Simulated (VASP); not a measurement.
# Settings for Ce: self-consistent run

Ce, P-3m1 (no. 164), 2 atoms in the cell. PBEsol; PAW potentials Ce (PBE set). VASP 6.6.1. The cell is changed on purpose: last atom moved by 0.08 Å along z, cell strained by +1.5% along z.

Wanted: stress within 0.2 GPa; site moments within 0.03 μB.

What the run is for: stress; Accuracy asked: standard.

POSCAR:
```
Ce
1.0
    3.6500000000      0.0000000000      0.0000000000
   -1.8250000000      3.1609927238      0.0000000000
    0.0000000000      0.0000000000      6.0494000000
Ce
2
Direct
    0.6666666700      0.3333333300      0.7500000000
    0.3333333300      0.6666666700      0.2634228200
```

The series start from Plane-wave cutoff (eV): 360; Smearing width (eV): 0.07; k-point mesh: 12 × 12 × 6; Precision mode (PREC): Accurate; Electronic threshold (eV): 1e-6; Bands in all (NBANDS): 24; Aspherical gradient terms in the spheres (LASPH): yes; Highest l that the mixer handles (LMAXMIX): 6; Electronic algorithm: ALGO=Normal; Density mixing: defaults; Use of symmetry (ISYM): defaults. Each series keeps the choices made before it, and each single choice may use up half of a tolerance.

## Plane-wave cutoff (eV)

| Plane-wave cutoff (eV) | Stress, largest deviation (GPa) | Site moments, largest deviation (μB) | SCF iterations | Time (s) |
|---|---|---|---|---|
| 220 | 8.26 | 0.003 | 17 | 18 |
| 280 | 0.84 | 0.005 | 19 | 26 |
| 320 | 0.14 | 0.007 | 17 | 32 |
| 360 | 0.23 | 0.006 | 17 | 34 |
| 410 | 0.40 | 0.004 | 17 | 36 |
| 480 | 0.29 | 0.002 | 17 | 54 |
| 580 | 0.02 | 0.000 | 17 | 62 |
| 720 (reference) | 0.00 | 0.000 | 17 | 82 |

Chosen: 580, the loosest value from which every tighter one stays within half of the tolerance.

## Smearing width (eV)

| Smearing width (eV) | Stress, largest deviation (GPa) | Site moments, largest deviation (μB) | SCF iterations | Time (s) |
|---|---|---|---|---|
| 0.3 | 0.79 | 0.003 | 17 | 62 |
| 0.2 | 0.29 | 0.002 | 17 | 61 |
| 0.15 | 0.14 | 0.007 | 17 | 61 |
| 0.1 | 0.03 | 0.007 | 17 | 62 |
| 0.07 | 0.02 | 0.002 | 17 | 62 |
| 0.04 (reference) | 0.00 | 0.000 | 18 | 63 |

Chosen: 0.1.

## k-point mesh

| k-point mesh | Stress, largest deviation (GPa) | Site moments, largest deviation (μB) | SCF iterations | Time (s) |
|---|---|---|---|---|
| 4 × 4 × 2 | 1.52 | 0.127 | 21 | 14 |
| 5 × 5 × 3 | 1.11 | 0.036 | 17 | 18 |
| 6 × 6 × 3 | 0.17 | 0.002 | 17 | 21 |
| 8 × 8 × 4 | 0.08 | 0.059 | 17 | 29 |
| 10 × 10 × 5 | 0.18 | 0.034 | 19 | 46 |
| 12 × 12 × 6 | 0.09 | 0.024 | 17 | 62 |
| 14 × 14 × 7 | 0.07 | 0.035 | 17 | 79 |
| 16 × 16 × 9 (reference) | 0.00 | 0.000 | 18 | 130 |

Chosen: 16 × 16 × 9; the next looser run is off by more than half of the tolerance, so convergence isn't shown beyond this value.

## Precision mode (PREC)

| Precision mode (PREC) | Stress, largest deviation (GPa) | Site moments, largest deviation (μB) | SCF iterations | Time (s) |
|---|---|---|---|---|
| Low | 0.00 | 0.000 | 18 | 78 |
| SingleN | 0.00 | 0.000 | 18 | 76 |
| Normal | 0.00 | 0.000 | 18 | 78 |
| Accurate (reference) | 0.00 | 0.000 | 18 | 130 |

Chosen: Low.

## Electronic threshold (eV)

| Electronic threshold (eV) | Stress, largest deviation (GPa) | Site moments, largest deviation (μB) | SCF iterations | Time (s) |
|---|---|---|---|---|
| 0.001 | 2.66 | 0.002 | 12 | 52 |
| 0.0001 | 0.15 | 0.015 | 14 | 60 |
| 1e-5 | 0.01 | 0.001 | 17 | 72 |
| 1e-6 | 0.02 | 0.001 | 18 | 78 |
| 1e-7 | 0.03 | 0.001 | 18 | 79 |
| 1e-8 (reference) | 0.00 | 0.000 | 22 | 91 |

Chosen: 1e-5.

## Bands in all (NBANDS)

| Bands in all (NBANDS) | Stress, largest deviation (GPa) | Site moments, largest deviation (μB) | SCF iterations | Time (s) |
|---|---|---|---|---|
| 15 | 0.00 | 0.001 | 18 | 49 |
| 16 | 0.04 | 0.003 | 18 | 53 |
| 18 | 0.01 | 0.002 | 18 | 58 |
| 20 | 0.05 | 0.002 | 18 | 61 |
| 24 | 0.00 | 0.002 | 17 | 72 |
| 34 (reference) | 0.00 | 0.000 | 16 | 80 |

Chosen: 15.

## Aspherical gradient terms in the spheres (LASPH)

| Aspherical gradient terms in the spheres (LASPH) | Stress, largest deviation (GPa) | Site moments, largest deviation (μB) | SCF iterations | Time (s) |
|---|---|---|---|---|
| yes | 0.00 | 0.000 | 18 | 49 |
| no | 0.18 | 0.019 | 18 | 45 |

Chosen: yes; no other choice that stays within half of the tolerance saves 30 % of the time.

## Highest l that the mixer handles (LMAXMIX)

| Highest l that the mixer handles (LMAXMIX) | Stress, largest deviation (GPa) | Site moments, largest deviation (μB) | SCF iterations | Time (s) |
|---|---|---|---|---|
| 6 | 0.00 | 0.000 | 18 | 49 |
| 4 | 0.04 | 0.002 | 18 | 50 |
| 2 | 0.04 | 0.002 | 19 | 52 |

Chosen: 6.

## Electronic algorithm

| Electronic algorithm | Stress, largest deviation (GPa) | Site moments, largest deviation (μB) | SCF iterations | Time (s) |
|---|---|---|---|---|
| ALGO=Normal | 0.00 | 0.000 | 18 | 49 |
| ALGO=Fast | 0.23 | 0.045 | 78 | 171 |
| ALGO=VeryFast | no result | no result | 200 | 524 |
| ALGO=All ISEARCH=1 | 0.08 | 0.000 | 45 | 98 |
| ALGO=All ISEARCH=0 | 0.06 | 0.000 | 44 | 95 |
| ALGO=Damped TIME=0.4 | 0.07 | 0.013 | 146 | 204 |
| ALGO=Damped TIME=0.1 | no result | no result | 200 | 272 |

Chosen: ALGO=Normal.

## Density mixing

| Density mixing | Stress, largest deviation (GPa) | Site moments, largest deviation (μB) | SCF iterations | Time (s) |
|---|---|---|---|---|
| defaults | 0.00 | 0.000 | 18 | 49 |
| AMIX=0.2 BMIX=0.0001 AMIX_MAG=0.8 BMIX_MAG=0.0001 | 0.03 | 0.000 | 17 | 47 |
| AMIX_MAG=0.8 | 0.07 | 0.002 | 19 | 52 |
| AMIX_MAG=0.4 BMIX_MAG=0.0001 | 0.10 | 0.000 | 19 | 51 |
| AMIX=0.1 AMIX_MAG=0.4 | 0.05 | 0.005 | 18 | 50 |
| MIXPRE=2 | 0.01 | 0.002 | 18 | 49 |
| AMIX=0.4 IMIX=1 | no result | no result | 200 | 479 |
| MAXMIX=-10 | 0.02 | 0.001 | 18 | 49 |

Chosen: defaults.

## Use of symmetry (ISYM)

| Use of symmetry (ISYM) | Stress, largest deviation (GPa) | Site moments, largest deviation (μB) | SCF iterations | Time (s) |
|---|---|---|---|---|
| defaults | 0.00 | 0.000 | 18 | 49 |
| ISYM=1 | 0.00 | 0.000 | 18 | 50 |
| ISYM=0 | 0.07 | 0.002 | 18 | 218 |
| ISYM=-1 | 0.03 | 0.001 | 19 | 457 |

Chosen: defaults.

## All choices together

| Input | Stress, largest deviation (GPa) | Site moments, largest deviation (μB) | Time (s) |
|---|---|---|---|
| the program's defaults (naive) | 0.80 | 0.197 | 1.8 |
| chosen settings | 0.03 | 0.002 | 49 |
| reference settings throughout | 0.00 | 0.000 | 250 |

The chosen settings stay within the tolerance of the reference run, but the reference itself isn't shown to be converged in: k-point mesh.

Values of the reference run: Stress: -7.018, 0, 0, 0, -7.018, 0, 0, 0, -7.16 GPa; Site moments: 0.715, 0.715 μB.

## The input

INCAR:
```
SYSTEM = Ce
ALGO = Normal ; EDIFF = 1E-5
ENCUT = 580 ; GGA = PS
GGA_COMPAT = .FALSE. ; ISIF = 2
ISMEAR = 0 ; ISPIN = 2
KPAR = 8 ; LASPH = .TRUE.
LCHARG = .FALSE. ; LMAXMIX = 6
LORBIT = 11 ; LREAL = .FALSE.
LWAVE = .FALSE. ; MAGMOM = 1 1
NBANDS = 15 ; NELM = 200
PREC = Low ; SIGMA = 0.1
```

KPOINTS:
```
Automatic mesh
0
Gamma
  16 16 9
  0 0 0
```

Commands:
```
cat potpaw_PBE.64/Ce/POTCAR > POTCAR
mpirun -np 8 vasp_std > vasp.out
```

Limits: The moments start parallel; another order may lie lower.

The chosen input took VASP 6.6.1 49 s on 8 cores (AMD EPYC 7R13 (Zen 3)), a shared host.

## An input that fails: starting moments all zero

It runs to its end, but against the unchanged starting input it is off by 0.82 GPa in the stress, 0.737 μB in the site moments.

Changes against the starting input:
```
- MAGMOM = 1 1
- NELM = 200
+ MAGMOM = 0 0
+ NELM = 53
```
